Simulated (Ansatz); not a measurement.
# Searching the electronic states of Ni, part 2 of 2

How much does the result for Ni depend on the starting moments? The same cell is run from several starts. System: Ni, its deposited structure (space group Fm-3m, primitive cell doubled); the cell holds 2 atoms. Source: COD entry 1534892, which need not be the ambient phase.

Ansatz 0.2.0; DFT PBE, PAW, plane waves, scalar-relativistic.

### Step 4. No spin polarisation

The input, input.yaml:

```yaml
crystal:
  lattice:
    - [0.0, 3.45, 3.45]
    - [1.725, 0.0, 1.725]
    - [1.725, 1.725, 0.0]
  atoms:
    - { symbol: Ni, position: [0.0, 0.0, 0.0] }
    - { symbol: Ni, position: [0.5, 0.0, 0.0] }
hamiltonian:
  xc: pbe
  pseudopotentials: { kind: paw }
basis:
  ecutwfc: 420
kpoints:
  mp_grid: { grid: [7, 14, 14] }
scf:
  occupations: { method: gaussian, width: 0.1 }
  lower_state_search: "off"
output:
  forces: true
  stress: true
  write_density: true
  write_potential: true
  elf: true
  volumetric_format: npy
```

Command:

```bash
ansatz run input.yaml --threads 2 --pin off --max-ram 5120MiB --backend cpu --events-out ev --progress --plain --runs-dir out
```

The log of the run:

```text
[... 10 lines as in an earlier run ...]
Bands: 22, of which v1, the nominal top of the filled ones, is band 18 counted from 1 (17 counted from 0)
[... 6 lines as in an earlier run ...]
Initial density: superposition of atomic densities (neutral atoms: chi_scale 0, normalization atom), corrected by the library's trained network
[... 2 lines as in an earlier run ...]
SCF iter   1: F=—  HF=-11679.299146 eV  |F-HF|=—  |Δ(HF+E_count)|=         —  Δρ=4.71e-3  dr2=9.05e-4  ethr=1.77e-3  ⟨swp⟩=4.6  Hψ=11560  notcnv=0
preconditioner: auto → none  [metal: Δε(μ)=0.004 eV  Ē_g=8.980 eV  σ=0.100 eV  W_gap=0.02  n_scr=2 (ndim 8)  ℏωp=36.6 eV  f_vac=0.000  D(μ)=7.82/eV (n_scr^D=220)  sad-step TF]
SCF iter   2: F=—  HF=-11679.299351 eV  |F-HF|=—  |Δ(HF+E_count)|=   2.05e-4  Δρ=2.45e-3  dr2=2.68e-4  ethr=2.51e-6  ⟨swp⟩=2.0  Hψ=6881  notcnv=0
SCF iter   3: F=—  HF=-11679.299353 eV  |F-HF|=—  |Δ(HF+E_count)|=   2.15e-6  Δρ=1.41e-4  dr2=1.15e-6  ethr=7.44e-7  ⟨swp⟩=2.5  Hψ=4498  notcnv=0
SCF iter   4: F=—  HF=-11679.299350 eV  |F-HF|=—  |Δ(HF+E_count)|=   2.99e-6  Δρ=9.24e-5  dr2=8.67e-7  ethr=3.20e-9  ⟨swp⟩=2.0  Hψ=5850  notcnv=0
iter 5 did not close the SCF: its close was put off for the readings that it lacked (scf_convergence_deferred on its scf_iter line)
SCF iter   5: F=-11679.299350 eV  HF=-11679.299350 eV  |F-HF|=5.83e-8  |Δ(HF+E_count)|=   2.07e-7  Δρ=1.95e-5  dr2=3.43e-8  ethr=2.41e-9  ⟨swp⟩=2.2  Hψ=4321  notcnv=0
SCF iter   6: F=-11679.299350 eV  HF=-11679.299350 eV  |F-HF|=1.82e-9  |Δ(HF+E_count)|=   7.55e-9  Δρ=4.89e-6  dr2=1.44e-9  ethr=9.53e-11  ⟨swp⟩=6.4  Hψ=20140  notcnv=0
SCF 1 converged in 6 iterations: F = -11679.299350 eV  dr2 = 1.44e-9
SCF converged after 6 iterations
Free energy (F): -11679.299350 eV
Harris-Foulkes:  -11679.299350 eV  (|F-HF|=1.82e-9)
Internal energy: -11679.260032 eV  (E = F + TS)
E sigma→0 (E₀):  -11679.279691 eV
Entropy (-TS):   -0.039317 eV (-19.659 meV/atom)
Fermi energy:    19.342047 eV
--- Per-component energies (eV) ---
  E_band       = -523.549500
  E_kinetic    = 566.956586
  E_local      = -6682.278764  (includes V_loc(G=0)·N_el)
  E_nonlocal   = 1270.211096
  E_hartree    = 2795.177046
  E_xc         = -170.809734
  E_vxc        = -220.346458  (∫ρ·V_xc dr)
  E_paw        = -3258.341576  (= ΣΔE_a)
  E_vpaw       = -1048.443724  (= ΣTr[D̂ρ^β])
  E_aug_tail   = 0.000924  (compensation charges beyond the density's cutoff)
  E_ewald      = -6200.175610
  E_smearing   = -0.039317  (= −TS)
  E_closure    = -0.000000  (closes the sum)
  Σ components = -11679.299350   (vs F -11679.299350, Δ=0.00e0)
--- Forces (eV/Å), atoms counted from 1 ---
  atom   1  Ni     0.00000000     0.00000000     0.00000000
  atom   2  Ni     0.00000000    -0.00000000     0.00000000
  max |Σ_I F_I| component: 5.68e-29 eV/Å
--- Stress (GPa, compression-positive) ---
       12.276172      -0.000089      -0.000089
       -0.000089      12.276172       0.000089
       -0.000089       0.000089      12.276172
  P = ⅓ Tr σ = 12.2762 GPa (122.762 kbar)
--- Band table (eV; the first three rows and the last of 144) ---
  k-point 0: bands = ["-83.8007", "-83.7563", "-44.3135", "-44.0776", "-44.0776", "-44.0383", "-44.0382", "-44.0382", "9.9928", "14.5363", "17.2669", "17.2669", "17.3211", "17.3211", "17.3211", "18.5328", "18.5328", "19.0156", "19.3458", "19.3458", "25.7949", "41.9486"]
  k-point 1: bands = ["-83.7985", "-83.7556", "-44.3076", "-44.0859", "-44.0807", "-44.0521", "-44.0402", "-44.0402", "10.2014", "14.6498", "17.1593", "17.2605", "17.3560", "17.3703", "17.3703", "18.1885", "18.5116", "18.5116", "19.3513", "20.2439", "25.9710", "41.0832"]
  k-point 2: bands = ["-83.7923", "-83.7536", "-44.2920", "-44.1084", "-44.0906", "-44.0895", "-44.0457", "-44.0457", "10.8112", "14.9532", "16.8118", "17.1061", "17.4691", "17.4834", "17.4835", "17.6127", "18.4818", "18.4818", "19.3671", "21.1885", "26.5627", "38.7240"]
  k-point 143: bands = ["-83.7507", "-83.7474", "-44.2657", "-44.2581", "-44.1625", "-44.1442", "-44.1096", "-44.1095", "15.2102", "15.5539", "16.0308", "16.0945", "17.1134", "17.1792", "18.2331", "18.3671", "19.2929", "19.3241", "21.3821", "23.1782", "27.2841", "30.0181"]
```

It took 2.7 s on 2 threads of Arm Neoverse V1, shared host; peak memory 0.34 GiB.

The state reached is non-magnetic (no spin polarisation), no gap on the k-mesh. It lies 48.1 meV/atom above the lowest state so far (step 2).

Density in a lattice plane of the grid's cell (edges 4.88 and 2.44 Å, at 0.000 of the third edge), which holds Ni.

Values in e/Å³, 6 rows by 12 columns:
```
15.55 14.63  2.00  0.39  0.40  2.39 15.16 14.29  2.16  0.39  0.39  2.12
 1.11  2.11  1.00  0.38  0.29  0.40  1.14  2.04  1.00  0.38  0.29  0.39
 0.37  0.39  0.38  0.35  0.38  0.39  0.37  0.39  0.38  0.35  0.38  0.39
 1.11  0.39  0.29  0.38  1.00  2.04  1.14  0.40  0.29  0.38  1.00  2.11
15.55  2.12  0.39  0.39  2.16 14.29 15.16  2.39  0.40  0.39  2.00 14.63
60.66 15.11  1.04  0.37  1.19 16.61 55.47 16.61  1.19  0.37  1.04 15.11
```
Columns run along the first of these edges and rows up along the second, over one cell in 12 and 6 even steps from the bottom left corner. Atoms in the plane (fractional): Ni at (0.00, 0.00), Ni at (0.50, 1.00).

ELF in the same plane.

Values, 6 rows by 12 columns:
```
0.44 0.43 0.24 0.21 0.21 0.25 0.44 0.43 0.24 0.21 0.21 0.24
0.21 0.24 0.20 0.21 0.29 0.21 0.21 0.24 0.20 0.21 0.29 0.21
0.23 0.21 0.21 0.24 0.21 0.21 0.23 0.21 0.21 0.24 0.21 0.21
0.21 0.21 0.29 0.21 0.20 0.24 0.21 0.21 0.29 0.21 0.20 0.24
0.44 0.24 0.21 0.21 0.24 0.43 0.44 0.25 0.21 0.21 0.24 0.43
0.74 0.44 0.21 0.23 0.21 0.44 0.71 0.44 0.21 0.23 0.21 0.44
```
Columns run along the first of these edges and rows up along the second, over one cell in 12 and 6 even steps from the bottom left corner. Atoms in the plane (fractional): Ni at (0.00, 0.00), Ni at (0.50, 1.00).

Both are smooth fields of the valence electrons: close to the nuclei they are not physical.

### Step 5. Spin on, no moments given (the program may seed its own), plain SCF

Changes to input.yaml since step 4:

```diff
@@ -21,5 +21,3 @@
   stress: true
-  write_density: true
-  write_potential: true
-  elf: true
-  volumetric_format: npy
+magnetization:
+  spin_polarized: true
```

Command:

```bash
ansatz run input.yaml --threads 2 --pin off --max-ram 5120MiB --backend cpu --events-out ev --progress --plain --runs-dir out
```

The log of the run (excerpt; [...] marks lines left out):

```text
band count auto-derived: 24 (N_el = 36.0; filled up to band 18; 22 by the electrons, moments and atoms)
[... 20 lines as in an earlier run ...]
[...]
SCF iter   1: F=—  HF=-11678.136314 eV  |F-HF|=—  |Δ(HF+E_count)|=         —  Δρ=1.86e-1 (↑1.73e-1 ↓1.86e-1)  dr2=4.71e-2  dr2_m=6.04e0  M=2.430 μB ∫|m|=2.430 μB  ethr=9.96e-5  ⟨swp⟩=1.3  Hψ=17417  notcnv=0
[...]
SCF iter  11: F=-11679.395531 eV  HF=-11679.395531 eV  |F-HF|=1.46e-11  |Δ(HF+E_count)|=   1.88e-9  Δρ=1.24e-6 (↑1.24e-6 ↓1.06e-6)  dr2=9.24e-11  dr2_m=1.86e-10  M=1.140 μB ∫|m|=1.315 μB  ethr=8.47e-11  ⟨swp⟩=2.0  Hψ=21085  notcnv=0
[...]
SCF converged after 11 iterations
Magnetization: 1.1395 μB (18.5698 up, 17.4302 down)
Absolute magnetization: 1.3170 μB (∫|ρ↑−ρ↓|, with the PAW one-centre terms)
Spin contamination: 0.0112 ħ² per cell (⟨S²⟩ above its minimum at these occupations)
Per-site moments (μB) at R_I (Å): [(0.6071818364939466, 1.0063013379761054), (0.6071818364939466, 1.0063013379761054)]
Free energy (F): -11679.395531 eV
[...]
E sigma→0 (E₀):  -11679.386532 eV
Entropy (-TS):   -0.017998 eV (-8.999 meV/atom)
Fermi energy:    19.550578 eV
[... 24 lines left out: energy terms, forces, stress ...]
```

Run time: 6.6 s. Hardware: 2 threads of Arm Neoverse V1, shared host; peak memory 0.37 GiB.

This is the state of step 2 again (ferromagnetic), after 11 iterations.

### Step 6. Parallel moments scaled by 0.1, plain SCF

Changes to input.yaml since step 5:

```diff
@@ -6,4 +6,6 @@
   atoms:
-    - { symbol: Ni, position: [0.0, 0.0, 0.0] }
-    - { symbol: Ni, position: [0.5, 0.0, 0.0] }
+    - { symbol: Ni, position: [0.0, 0.0, 0.0], spin: 0.2 }
+    - { symbol: Ni, position: [0.5, 0.0, 0.0], spin: 0.2 }
+magnetization:
+  spin_polarized: true
 hamiltonian:
@@ -21,3 +23 @@
   stress: true
-magnetization:
-  spin_polarized: true
```

Command:

```bash
ansatz run input.yaml --threads 2 --pin off --max-ram 5120MiB --backend cpu --events-out ev --progress --plain --runs-dir out
```

The log of the run (excerpt; [...] marks lines left out):

```text
[... 10 lines as in an earlier run ...]
Bands: 23, of which v1, the nominal top of the filled ones, is band 18 counted from 1 (17 counted from 0)
[... 8 lines as in an earlier run ...]
Starting moments: Σ|m| = 0.4 μB on 2 of 2 sites
[... 2 lines as in an earlier run ...]
[...]
SCF iter   1: F=—  HF=-11679.320942 eV  |F-HF|=—  |Δ(HF+E_count)|=         —  Δρ=3.73e-2 (↑3.73e-2 ↓2.36e-2)  dr2=3.61e-2  dr2_m=1.48e-1  M=0.666 μB ∫|m|=0.678 μB  β_m=1.00  ethr=1.01e-4  ⟨swp⟩=1.1  Hψ=32995  notcnv=0
[...]
spin-set hold released at iteration 5 (site moments contracting): the magnetisation degrees of freedom join the quasi-Newton model from the next iteration; the mixer history was flushed
[...]
SCF iter  12: F=-11679.395531 eV  HF=-11679.395531 eV  |F-HF|=1.82e-11  |Δ(HF+E_count)|=   1.05e-8  Δρ=2.08e-6 (↑8.73e-7 ↓2.08e-6)  dr2=1.38e-10  dr2_m=3.99e-10  M=1.140 μB ∫|m|=1.315 μB  ethr=6.92e-11  ⟨swp⟩=2.1  Hψ=21422  notcnv=0
[...]
SCF converged after 12 iterations
Magnetization: 1.1395 μB (18.5698 up, 17.4302 down)
Absolute magnetization: 1.3170 μB (∫|ρ↑−ρ↓|, with the PAW one-centre terms)
Spin contamination: 0.0112 ħ² per cell (⟨S²⟩ above its minimum at these occupations)
Per-site moments (μB) at R_I (Å): [(0.6071910433848863, 1.0063013379761054), (0.6071910433848863, 1.0063013379761054)]
Free energy (F): -11679.395531 eV
[...]
E sigma→0 (E₀):  -11679.386532 eV
Entropy (-TS):   -0.017998 eV (-8.999 meV/atom)
Fermi energy:    19.550584 eV
[... 24 lines left out: energy terms, forces, stress ...]
```

Run time: 7 s. Hardware: 2 threads of Arm Neoverse V1, shared host; peak memory 0.36 GiB.

This is the state of step 2 again (ferromagnetic), after 12 iterations.

### Step 7. Moments ++ scaled by 1.4, plain SCF

Changes to input.yaml since step 6:

```diff
@@ -6,4 +6,4 @@
   atoms:
-    - { symbol: Ni, position: [0.0, 0.0, 0.0], spin: 0.2 }
-    - { symbol: Ni, position: [0.5, 0.0, 0.0], spin: 0.2 }
+    - { symbol: Ni, position: [0.0, 0.0, 0.0], spin: 2.8 }
+    - { symbol: Ni, position: [0.5, 0.0, 0.0], spin: 2.8 }
 magnetization:
@@ -23 +23,5 @@
   stress: true
+  write_density: true
+  write_potential: true
+  elf: true
+  volumetric_format: npy
```

Command:

```bash
ansatz run input.yaml --threads 2 --pin off --max-ram 5120MiB --backend cpu --events-out ev --progress --plain --runs-dir out
```

The log of the run (excerpt; [...] marks lines left out):

```text
[... 10 lines as in an earlier run ...]
Bands: 25, of which v1, the nominal top of the filled ones, is band 18 counted from 1 (17 counted from 0)
[... 8 lines as in an earlier run ...]
Starting moments: Σ|m| = 5.6 μB on 2 of 2 sites
[... 2 lines as in an earlier run ...]
[...]
SCF iter   1: F=—  HF=-11677.802587 eV  |F-HF|=—  |Δ(HF+E_count)|=         —  Δρ=2.13e-1 (↑2.13e-1 ↓2.01e-1)  dr2=5.17e-2  dr2_m=8.07e0  M=2.177 μB ∫|m|=2.348 μB  β_m=0.30  ethr=1.43e-4  ⟨swp⟩=1.0  Hψ=35853  notcnv=0
[...]
spin-set hold released at iteration 8 (site moments contracting): the magnetisation degrees of freedom join the quasi-Newton model from the next iteration; the mixer history was flushed
[...]
SCF iter  16: F=-11679.395531 eV  HF=-11679.395531 eV  |F-HF|=2.55e-10  |Δ(HF+E_count)|=   7.29e-9  Δρ=3.18e-6 (↑2.54e-6 ↓3.18e-6)  dr2=6.45e-11  dr2_m=1.51e-9  M=1.139 μB ∫|m|=1.315 μB  ethr=1.83e-12  ⟨swp⟩=4.4  Hψ=35929  notcnv=0
[...]
SCF converged after 16 iterations
Magnetization: 1.1395 μB (18.5697 up, 17.4303 down)
Absolute magnetization: 1.3170 μB (∫|ρ↑−ρ↓|, with the PAW one-centre terms)
Spin contamination: 0.0112 ħ² per cell (⟨S²⟩ above its minimum at these occupations)
Per-site moments (μB) at R_I (Å): [(0.6071751819568756, 1.0063013379761054), (0.6071751819568756, 1.0063013379761054)]
Free energy (F): -11679.395531 eV
[...]
E sigma→0 (E₀):  -11679.386532 eV
Entropy (-TS):   -0.017998 eV (-8.999 meV/atom)
Fermi energy:    19.550578 eV
[... 29 lines left out: energy terms, forces, stress, bands ...]
```

Wall time 11 s (2 threads of Arm Neoverse V1, shared host); peak memory 0.38 GiB.

The run ends in the same state as step 2 (ferromagnetic); it took 16 iterations.

### Step 8. A moment on one site alone, plain SCF

Changes to input.yaml since step 7:

```diff
@@ -6,4 +6,4 @@
   atoms:
-    - { symbol: Ni, position: [0.0, 0.0, 0.0], spin: 2.8 }
-    - { symbol: Ni, position: [0.5, 0.0, 0.0], spin: 2.8 }
+    - { symbol: Ni, position: [0.0, 0.0, 0.0], spin: 2.0 }
+    - { symbol: Ni, position: [0.5, 0.0, 0.0] }
 magnetization:
```

Command:

```bash
ansatz run input.yaml --threads 2 --pin off --max-ram 5120MiB --backend cpu --events-out ev --progress --plain --runs-dir out
```

The log of the run (excerpt; [...] marks lines left out):

```text
[... 13 lines as in an earlier run ...]
Magnetic group: BNS 166.97 (UNI 1327), of the structure as read, at distance tolerance 2.7e-5 Å
[... 5 lines as in an earlier run ...]
Starting moments: Σ|m| = 2 μB on 1 of 2 sites
[... 2 lines as in an earlier run ...]
SCF iter   1: F=—  HF=-11679.171435 eV  |F-HF|=—  |Δ(HF+E_count)|=         —  Δρ=1.13e-1 (↑1.13e-1 ↓3.53e-2)  dr2=2.36e0  dr2_m=7.59e-1  M=1.375 μB ∫|m|=1.480 μB  β_m=0.30  ethr=3.10e-3  ⟨swp⟩=4.7  Hψ=24001  notcnv=0
[...]
spin-set hold released at iteration 5 (the charge has settled, or the pull on large starting moments outlasts its swing): the magnetisation degrees of freedom join the quasi-Newton model from the next iteration; the mixer history was flushed
[...]
SCF iter  22: F=-11679.395531 eV  HF=-11679.395531 eV  |F-HF|=3.86e-8  |Δ(HF+E_count)|=   8.97e-9  Δρ=1.10e-5 (↑5.97e-6 ↓1.10e-5)  dr2=3.96e-8  dr2_m=1.93e-9  M=1.140 μB ∫|m|=1.315 μB  ethr=1.40e-10  ⟨swp⟩=5.9  Hψ=38138  notcnv=0
[...]
SCF converged after 22 iterations
Magnetization: 1.1395 μB (18.5698 up, 17.4302 down)
Absolute magnetization: 1.3170 μB (∫|ρ↑−ρ↓|, with the PAW one-centre terms)
Spin contamination: 0.0112 ħ² per cell (⟨S²⟩ above its minimum at these occupations)
Per-site moments (μB) at R_I (Å): [(0.6072056851122906, 1.0063013379761054), (0.6071718732341388, 1.0063013379761054)]
Free energy (F): -11679.395531 eV
[...]
E sigma→0 (E₀):  -11679.386532 eV
Entropy (-TS):   -0.017997 eV (-8.999 meV/atom)
Fermi energy:    19.550650 eV
[... 29 lines left out: energy terms, forces, stress, bands ...]
```

Run time: 11 s. Hardware: 2 threads of Arm Neoverse V1, shared host; peak memory 0.38 GiB.

This is the state of step 2 again (ferromagnetic), after 22 iterations.

### Step 9. Parallel moments, Broyden mixing, no switch to direct minimisation

Changes to input.yaml since step 8:

```diff
@@ -7,3 +7,3 @@
     - { symbol: Ni, position: [0.0, 0.0, 0.0], spin: 2.0 }
-    - { symbol: Ni, position: [0.5, 0.0, 0.0] }
+    - { symbol: Ni, position: [0.5, 0.0, 0.0], spin: 2.0 }
 magnetization:
@@ -20,2 +20,4 @@
   lower_state_search: "off"
+  algorithm: density_mixing
+  mixing: { algorithm: broyden, beta: 0.3 }
 output:
```

Command:

```bash
ansatz run input.yaml --threads 2 --pin off --max-ram 5120MiB --backend cpu --events-out ev --progress --plain --runs-dir out
```

The log of the run (excerpt; [...] marks lines left out):

```text
[... 19 lines as in an earlier run ...]
Starting moments: Σ|m| = 4 μB on 2 of 2 sites
[... 3 lines as in an earlier run ...]
SCF iter   1: F=—  HF=-11678.830337 eV  |F-HF|=—  |Δ(HF+E_count)|=         —  Δρ=1.29e-1 (↑1.29e-1 ↓1.28e-1)  dr2=1.67e-2  dr2_m=3.07e0  M=1.839 μB ∫|m|=2.040 μB  β_m=0.55  ethr=4.63e-5  ⟨swp⟩=1.2  Hψ=34481  notcnv=0
[...]
[... 1 line as in an earlier run ...]
[...]
SCF iter  16: F=-11679.395531 eV  HF=-11679.395531 eV  |F-HF|=1.01e-9  |Δ(HF+E_count)|=   9.93e-9  Δρ=4.44e-6 (↑4.44e-6 ↓4.29e-6)  dr2=2.74e-12  dr2_m=3.59e-9  M=1.140 μB ∫|m|=1.315 μB  ethr=1.00e-12  ⟨swp⟩=4.0  Hψ=35476  notcnv=0
[...]
this state was not tested for a lower state beside it, because the mixer in use, unlike msr1, does not test its closes by its own steps (another_mixer; see scf.mixing.algorithm and scf.lower_state_search)
SCF converged after 16 iterations
Magnetization: 1.1395 μB (18.5698 up, 17.4302 down)
Absolute magnetization: 1.3170 μB (∫|ρ↑−ρ↓|, with the PAW one-centre terms)
Spin contamination: 0.0112 ħ² per cell (⟨S²⟩ above its minimum at these occupations)
Per-site moments (μB) at R_I (Å): [(0.6071892920070585, 1.0063013379761054), (0.6071892920070585, 1.0063013379761054)]
Free energy (F): -11679.395531 eV
[...]
E sigma→0 (E₀):  -11679.386532 eV
Entropy (-TS):   -0.017998 eV (-8.999 meV/atom)
Fermi energy:    19.550587 eV
[... 29 lines left out: energy terms, forces, stress, bands ...]
```

Wall time 12 s (2 threads of Arm Neoverse V1, shared host); peak memory 0.38 GiB.

This is the state of step 2 again (ferromagnetic), after 16 iterations.

### Step 10. Parallel moments, spin not held back in the first iterations, no switch to direct minimisation

Changes to input.yaml since step 9:

```diff
@@ -21,3 +21,3 @@
   algorithm: density_mixing
-  mixing: { algorithm: broyden, beta: 0.3 }
+  mixing: { spin_hold: "off" }
 output:
```

Command:

```bash
ansatz run input.yaml --threads 2 --pin off --max-ram 5120MiB --backend cpu --events-out ev --progress --plain --runs-dir out
```

The log of the run (excerpt; [...] marks lines left out):

```text
[... 19 lines as in an earlier run ...]
Starting moments: Σ|m| = 4 μB on 2 of 2 sites
[... 2 lines as in an earlier run ...]
[...]
SCF iter   1: F=—  HF=-11678.761820 eV  |F-HF|=—  |Δ(HF+E_count)|=         —  Δρ=1.25e-1 (↑1.24e-1 ↓1.25e-1)  dr2=1.45e-2  dr2_m=2.91e0  M=1.824 μB ∫|m|=1.966 μB  β_m=0.30  ethr=4.03e-5  ⟨swp⟩=1.2  Hψ=34475  notcnv=0
[...]
SCF iter  10: F=-11679.395531 eV  HF=-11679.395531 eV  |F-HF|=4.93e-10  |Δ(HF+E_count)|=   3.95e-9  Δρ=2.56e-6 (↑1.49e-6 ↓2.56e-6)  dr2=5.98e-10  dr2_m=2.34e-10  M=1.140 μB ∫|m|=1.315 μB  ethr=1.95e-12  ⟨swp⟩=4.6  Hψ=35389  notcnv=0
[...]
SCF converged after 10 iterations
Magnetization: 1.1395 μB (18.5698 up, 17.4302 down)
Absolute magnetization: 1.3170 μB (∫|ρ↑−ρ↓|, with the PAW one-centre terms)
Spin contamination: 0.0112 ħ² per cell (⟨S²⟩ above its minimum at these occupations)
Per-site moments (μB) at R_I (Å): [(0.6071883996554284, 1.0063013379761054), (0.6071883996554284, 1.0063013379761054)]
Free energy (F): -11679.395531 eV
[...]
E sigma→0 (E₀):  -11679.386532 eV
Entropy (-TS):   -0.017998 eV (-8.999 meV/atom)
Fermi energy:    19.550597 eV
[... 29 lines left out: energy terms, forces, stress, bands ...]
```

Run time: 8.7 s. Hardware: 2 threads of Arm Neoverse V1, shared host; peak memory 0.38 GiB.

Nothing new: the 10 iterations lead to the state found in step 2 (ferromagnetic).

### Step 11. The runs side by side

```tsv
step	iterations	state	moments of Ni1 Ni2 (μB)	total (μB)	gap (eV)	pressure (GPa)	above lowest (meV/atom)
2	10	1	0.61 0.61	1.14	none	13.3	0.0
3	13	2	0.23 -0.23	0.00	none	12.5	46.7
4	6	3	0.00 0.00	0.00	none	12.3	48.1
5	11	1	0.61 0.61	1.14	none	13.3	0.0
6	12	1	0.61 0.61	1.14	none	13.3	0.0
7	16	1	0.61 0.61	1.14	none	13.3	0.0
8	22	1	0.61 0.61	1.14	none	13.3	0.0
9	16	1	0.61 0.61	1.14	none	13.3	0.0
10	10	1	0.61 0.61	1.14	none	13.3	0.0
```

States are numbered from the lowest. Starts by step: 2 parallel moments, plain SCF; 3 opposed moments +-, plain SCF; 4 no spin polarisation; 5 spin on, no moments given (the program may seed its own), plain SCF; 6 parallel moments scaled by 0.1, plain SCF; 7 moments ++ scaled by 1.4, plain SCF; 8 a moment on one site alone, plain SCF; 9 parallel moments, Broyden mixing, no switch to direct minimisation; 10 parallel moments, spin not held back in the first iterations, no switch to direct minimisation.

The 9 runs of this session took 74 s in all, from 2.7 s to 12 s each.

Decimal logarithm of the largest residual (eV) by iteration, counted through all cycles of a run (7 of the 9 runs):

```tsv
iteration	step 2	step 3	step 4	step 5	step 6	step 7	step 9
1	0.5	0.6	-3.0	0.8	-0.8	0.9	0.5
2	0.3	0.4	-3.6	-0.5	-1.2	0.7	0.0
3	0.1	-0.3	-5.9	-0.7	-1.6	0.5	-2.4
4	-2.3	-1.3	-6.1	-1.2	-2.1	0.3	-2.3
5	-2.9	-2.3	-7.5	-1.8	-2.6	0.1	-1.8
6	-3.4	-2.5	-8.8	-2.5	-2.4	-0.2	-2.7
8	-6.5	-4.3	-	-4.5	-1.6	-0.7	-4.2
9	-7.4	-5.0	-	-5.7	-5.0	-0.9	-4.8
11	-	-7.2	-	-9.7	-7.6	-2.1	-6.3
12	-	-8.7	-	-	-9.4	-4.1	-6.8
13	-	-10.6	-	-	-	-4.7	-6.8
15	-	-	-	-	-	-7.7	-7.8
16	-	-	-	-	-	-8.8	-8.4
```

### Step 12. What came out

The summary covers parts 1 to 2.

| quantity | value |
| --- | --- |
| distinct states | 3 from 9 converged runs |
| lowest state from plain starts | ferromagnetic |
| its moments | Ni1 0.61, Ni2 0.61 μB |
| total moment | 1.14 μB per cell |
| gap on the k-mesh | none |
| pressure | 13.3 GPa |
| largest force | 0.000 eV/Å |
| next state | antiferromagnetic, 46.7 meV/atom higher |
| highest state | non-magnetic (no spin polarisation), 48.1 meV/atom higher |

9 runs converged, to 3 different states. Switching spin polarisation off costs 48.1 meV/atom in free energy, smearing entropy included. The best antiferromagnetic state lies 46.7 meV/atom above the best ferromagnetic one. A lower state than any found can't be excluded.
